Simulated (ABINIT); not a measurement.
Crystal: MgS.

```
S Mg
1.0
     0.00000    2.83312    2.83312
     2.83312    0.00000    2.83312
     2.83312    2.83312    0.00000
S Mg
1 1
Direct
  0.25000 0.25000 0.25000
  0.00000 0.00000 0.00000
```

The cell comes from a database or a generator and needn't be the stable form of this composition.

Base run:

- Program: ABINIT 10.8.3 (patched build)
- Functional: PW91
- Potentials or basis: JTH PAW PBE v2.0
- Cutoff: 653 eV
- k mesh: 8 × 8 × 8
- Occupations: fermi-dirac, width 0.05 eV
- Spin: no spin polarisation

Its results: band gap on the k mesh 3.43 eV, direct; pressure 0.9 GPa.

**Question.** The run is repeated on the same cell with these changes: functional from PW91 to RPBE. What comes out?

**Answer.** Band gap on the k mesh 3.66 eV, direct; pressure 2.6 GPa.

RPBE binds less tightly than PW91, so the same cell stands under more pressure.

Caveats: the PAW data sets were made with another functional, which shifts forces and pressure a little.

A k mesh can miss the band edges.
